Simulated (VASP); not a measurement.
# TePt (R-3m) in VASP: further runs

One crystal, TePt, is run at these levels: LDA; tasks: single point.

Everything below comes from runs of VASP 6.6.1. Logs are shortened: lines on timing, memory, paths and dates and some standing lists are left out, and cuts for length are marked.

## (1) Starting point

It takes space group R-3m (No. 166, trigonal). The conventional cell has a = 3.963 Å, b = 3.963 Å, c = 19.983 Å, α = 90.00°, β = 90.00°, γ = 120.00°. Around Pt (site symmetry 3m) lie 3 Te at 2.59 Å and 3 Pt at 2.72 Å. Around Te (site symmetry 3m) lie 3 Pt at 2.59 Å.

## (2) Single point, LDA

Contents of INCAR:

```
SYSTEM = TePt
PREC = Accurate ; ENCUT = 220
EDIFF = 1E-7 ; ISMEAR = 0
SIGMA = 0.05 ; LREAL = .FALSE.
LASPH = .TRUE. ; NELM = 100
ALGO = Normal ; ISIF = 2
LWAVE = .FALSE. ; LCHARG = .FALSE.
GGA = CA ; ADDGRID = .FALSE.
```

Contents of KPOINTS:

```
regular mesh
0
G
  5 5 5
  0 0 0
```

Contents of POSCAR:

```
TePt
1.0
    1.9815661262      1.1440577364      6.6610334788
   -1.9815661262      1.1440577364      6.6610334788
    0.0000000000     -2.2881154728      6.6610334788
Pt Te
2 2
Direct
    0.1296666667      0.1296666667      0.1296666667
    0.8703333333      0.8703333333      0.8703333333
    0.4020000000      0.4020000000      0.4020000000
    0.5980000000      0.5980000000      0.5980000000
```

Potentials or basis: VASP PAW LDA potentials, release 64 (Pt, Te).

The run is started by

```console
$ cat potpaw_LDA.64/Pt/POTCAR potpaw_LDA.64/Te/POTCAR > POTCAR
$ mpirun -np 1 vasp_std > vasp.out
```

OUTCAR:

```text
SYSTEM = TePt
   PREC = Accurate
   ENCUT = 220
   EDIFF = 1E-7
   ISMEAR = 0
   LREAL = .FALSE.
   LASPH = .TRUE.
   NELM = 100
   ISIF = 2
   GGA = CA

 Found     19 irreducible k-points:

 Following reciprocal coordinates:
            Coordinates               Weight
  0.000000  0.000000  0.000000      1.000000
  0.200000  0.000000  0.000000      6.000000
  0.400000  0.000000  0.000000      6.000000
  0.200000  0.200000  0.000000      6.000000
  0.400000  0.200000  0.000000     12.000000
 -0.400000  0.200000 -0.000000     12.000000
   k-points           NKPTS =     19   k-points in BZ     NKDIM =     19   number of bands    NBANDS=     20
   number of dos      NEDOS =    301   number of ions     NIONS =      4
   total plane-waves  NPLWV =  46656
   dimension x,y,z NGX =    36 NGY =   36 NGZ =   36
   dimension x,y,z NGXF=    72 NGYF=   72 NGZF=   72
   ions per type =               2   2
   NGX,Y,Z   is equivalent  to a cutoff of   8.50,  8.50,  8.50 a.u.
   NGXF,Y,Z  is equivalent  to a cutoff of  17.00, 17.00, 17.00 a.u.
 SYSTEM =  TePt
   PREC   = accura    normal or accurate (medium, high low for compatibility)
   ISTART =      0    job   : 0-new  1-cont  2-samecut
   ICHARG =      2    charge: 1-file 2-atom 10-const
   ISPIN  =      1    spin polarized calculation?
   LNONCOLLINEAR =      F non collinear calculations
   LSORBIT =      F    spin-orbit coupling
   LASPH  =      T    aspherical Exc in radial PAW
   ENCUT  =  220.0 eV  16.17 Ry    4.02 a.u.   8.52  8.52  8.52*2*pi/ulx,y,z
   NELM   =    100;   NELMIN=  2; NELMDL= -5     # of ELM steps
   EDIFF  = 0.1E-06   stopping-criterion for ELM
   LREAL  =      F    real-space projection
   EDIFFG = 0.1E-05   stopping-criterion for IOM
   NSW    =      0    number of steps for IOM
   IBRION =     -1    ionic relax: 0-MD 1-quasi-New 2-CG
   NFREE  =      0    steps in history (QN), initial steepest desc. (CG)
   ISIF   =      2    stress and relaxation
   ISYM   =      2    0-nonsym 1-usesym 2-fastsym
   POTIM  = 0.5000    time-step for ionic-motion
   TEBEG  =    0.0;   TEEND  =   0.0 temperature during run
   PSTRESS=    0.0 pullay stress
   NELECT =      32.0000    total number of electrons
   NUPDOWN=      -1.0000    fix difference up-down
   EMIN   =  10.00;   EMAX   =-10.00  energy-range for DOS
   EFERMI =   0.00;   METHOD = LEGACY
   ISMEAR =     0;   SIGMA  =   0.05  broadening in eV -4-tet -1-fermi 0-gaus
   EFERMI_NEDOS =   21; number of points for ismear=-14 and -15
   IALGO  =     38    algorithm
   IMIX   =      4    mixing-type and parameters
     AMIX     =   0.40;   BMIX     =  1.00
     AMIX_MAG =   1.60;   BMIX_MAG =  1.00
  volume/ion in A,a.u.               =      22.65       152.86
  Fermi-wavevector in a.u.,A,eV,Ry     =   1.157200  2.186791 18.219718  1.339111
  Thomas-Fermi vector in A             =   2.293813
   LORBIT       =      0    0 simple, 1 ext, 2 COOP (PROOUT), +10 PAW based schemes
   GGA     = CA    functional components
   LHFCALC =     F    Hartree Fock is set to
   AEXX    =    0.0000 exact exchange contribution
   IVDW    =     0    specifies the selected vdW correction
   LEPSILON=     F    determine dielectric tensor
   LRPA    =     F    only Hartree local field effects (RPA)
 non-spin polarized calculation
 Gauss-broadening in eV      SIGMA  =   0.05
  energy-cutoff  :      220.00
  volume of cell :       90.60
 maximum number of plane-waves:       679
 NGX is ok and might be reduce to    36
   NGX = 17   NGY = 17   NGZ = 17

 number of electron      32.0000006 magnetization

 Free energy of the ion-electron system (eV)
  ---------------------------------------------------
  ext. energy  EPLUGINS =         0.00000000
  ---------------------------------------------------
  free energy    TOTEN  =       -24.00904314 eV

  energy without entropy =      -24.00522781  energy(sigma->0) =      -24.00713548

 E-fermi :   8.3588     XC(G=0): -11.1064

 val. band max:        8.2614542933   @ k =   0.4000   0.4000   0.0000
 cond. band min:       8.3749972154   @ k =  -0.4000   0.4000   0.4000
 fundamental gap:      0.1135429221
 Fermi energy:         8.3587712315

 k-point     1 :       0.0000    0.0000    0.0000
  band No.  band energies     occupation
      1      -5.0522      2.00000
      2      -3.5167      2.00000
      3       1.5085      2.00000
      4       2.7609      2.00000
      5       2.7609      2.00000
      6       3.4621      2.00000
[... 12 lines left out ...]
     19      11.1386      0.00000
     20      12.8649      0.00000

 k-point     2 :       0.2000    0.0000    0.0000
  band No.  band energies     occupation
      1      -4.6608      2.00000
      2      -3.3772      2.00000
      3       1.8554      2.00000
      4       2.6841      2.00000
      5       2.8673      2.00000
      6       3.2366      2.00000
[... 12 lines left out ...]
     19      11.2128      0.00000
     20      13.1464      0.00000

 k-point     3 :       0.4000    0.0000    0.0000
  band No.  band energies     occupation
      1      -3.8441      2.00000
      2      -3.1324      2.00000
      3       1.7125      2.00000
      4       2.0988      2.00000
      5       3.2086      2.00000
      6       3.9969      2.00000
[... 12 lines left out ...]
     19      10.7321      0.00000
     20      12.0934      0.00000

 k-point     4 :       0.2000    0.2000    0.0000
  band No.  band energies     occupation
      1      -4.6222      2.00000
      2      -3.4505      2.00000
      3       2.0336      2.00000
      4       2.7025      2.00000
      5       2.9033      2.00000
      6       3.1405      2.00000
[... 12 lines left out ...]
     19      10.9482      0.00000
     20      12.6751      0.00000

 k-point     5 :       0.4000    0.2000    0.0000
  band No.  band energies     occupation
      1      -3.9891      2.00000
      2      -3.2479      2.00000
      3       2.0062      2.00000
      4       2.4589      2.00000
      5       3.1130      2.00000
      6       3.4976      2.00000
[... 12 lines left out ...]
     19      11.6672      0.00000
     20      13.2447      0.00000

 k-point     6 :      -0.4000    0.2000   -0.0000
  band No.  band energies     occupation
      1      -3.5185      2.00000
      2      -3.0905      2.00000
      3       1.9943      2.00000
      4       2.2828      2.00000
      5       3.0840      2.00000
      6       3.5193      2.00000
[... 12 lines left out ...]
     19      11.1539      0.00000
     20      13.4478      0.00000

 [... further k-points ...]

------------------------ aborting loop because EDIFF is reached ----------------------------------------

  FORCE on cell =-STRESS in cart. coord.  units (eV):
  Direction    XX          YY          ZZ          XY          YZ          ZX
  --------------------------------------------------------------------------------------
  -------------------------------------------------------------------------------------
  Total       -3.3498641     -3.3498641     -2.8337797      0.0000000     -0.0000000      0.0000000
  in kB      -59.2363630    -59.2363630    -50.1103338      0.0000000     -0.0000000      0.0000000
  external PRESSURE =     -56.1943533 kB  Pullay stress =       0.0000000 kB

 VOLUME and BASIS-vectors are now :
 -----------------------------------------------------------------------------
  energy-cutoff  :      220.00
  volume of cell :       90.60
      direct lattice vectors                 reciprocal lattice vectors
     1.981566126  1.144057736  6.661033479     0.252325670  0.145680293  0.050042285
    -1.981566126  1.144057736  6.661033479    -0.252325670  0.145680293  0.050042285
     0.000000000 -2.288115473  6.661033479     0.000000000 -0.291360587  0.050042285

 POSITION                                       TOTAL-FORCE (eV/Angst)
 -----------------------------------------------------------------------------------
      0.00000      0.00000      2.59114         0.000000     -0.000000      0.210552
      0.00000      0.00000     17.39196         0.000000      0.000000     -0.210552
      0.00000      0.00000      8.03321         0.000000     -0.000000      0.175401
      0.00000      0.00000     11.94989         0.000000      0.000000     -0.175401
 -----------------------------------------------------------------------------------
    total drift:                                0.000000     -0.000000      0.000000

  FREE ENERGIE OF THE ION-ELECTRON SYSTEM (eV)
  ---------------------------------------------------
  free  energy   TOTEN  =       -24.0090431388 eV

  energy  without entropy=      -24.0052278145  energy(sigma->0) =      -24.00713548
```

Wall time 11 s (1 thread of Intel Xeon 6975P-C (Granite Rapids), shared host); peak memory 0.16 GiB.

The run converged, but a check on its numbers failed (symmetry, net force, bounds or a known fault of this set-up), so they aren't taken as properties of the crystal.

Caveat: the k mesh is coarse (spacing up to 0.37 Å⁻¹), so the values aren't converged; the cutoff lies under the usual one of these potentials, so the numbers hold a large basis-set error.

## (3) Single point, LDA

Changes to INCAR since step 2:

```diff
@@ -1,3 +1,3 @@
 SYSTEM = TePt
-PREC = Accurate ; ENCUT = 220
+PREC = Accurate ; ENCUT = 650
 EDIFF = 1E-7 ; ISMEAR = 0
```

Contents of KPOINTS:

```
regular mesh
0
G
  3 3 3
  0 0 0
```

POSCAR is that of step 2.

Potentials or basis: VASP PAW LDA potentials, release 64 (Pt, Te).

The run is started by

```console
$ cat potpaw_LDA.64/Pt/POTCAR potpaw_LDA.64/Te/POTCAR > POTCAR
$ mpirun -np 1 vasp_std > vasp.out
```

Run time: 28 s. Hardware: 1 thread of Intel Xeon 6975P-C (Granite Rapids), shared host; peak memory 0.33 GiB.

The run converged, but some of its settings lie outside the range that counts as converged, so its numbers aren't taken as properties of the crystal.

What came out:

```yaml
Free_energy: -23.9753 eV
Pressure: -2.6 GPa
Largest_force: 0.129 eV/Å
Band_gap_on_the_k_mesh: none (metal or under the smearing width)
```

Caveat: the k mesh is coarse (spacing up to 0.62 Å⁻¹), so the values aren't converged.

## (4) Single point, LDA

Changes to INCAR since step 3:

```diff
@@ -1,3 +1,3 @@
 SYSTEM = TePt
-PREC = Accurate ; ENCUT = 650
+PREC = Accurate ; ENCUT = 280
 EDIFF = 1E-7 ; ISMEAR = 0
```

Contents of KPOINTS:

```
regular mesh
0
G
  5 5 5
  0 0 0
```

POSCAR is that of step 3.

The run is started by

```console
$ cat potpaw_LDA.64/Pt/POTCAR potpaw_LDA.64/Te/POTCAR > POTCAR
$ mpirun -np 1 vasp_std > vasp.out
```

Wall time 16 s (1 thread of Intel Xeon 6975P-C (Granite Rapids), shared host); peak memory 0.19 GiB.

These settings aren't checked as converged: the numbers below hold their error.

What came out:

```yaml
Free_energy: -24.0601 eV
Pressure: -2.9 GPa
Largest_force: 0.212 eV/Å
Band_gap_on_the_k_mesh: none (metal or under the smearing width)
```

Caveat: the k mesh is coarse (spacing up to 0.37 Å⁻¹), so the values aren't converged; the cutoff is under 1.25 times the usual one of these potentials, so pressure, stress and relaxed cells hold a basis-set (Pulay) error.

## (5) For comparison

An earlier run on the cell as given: functional PBEsol; potentials or basis VASP PAW PBE potentials, release 64 (Pt, Te); cutoff 520 eV; k mesh 8 × 8 × 8; occupations fermi-dirac, width 0.05 eV; no spin polarisation.

* Pressure: -0.5 GPa
* Largest force: 0.192 eV/Å
* Band gap on the k mesh: none (metal or under the smearing width)
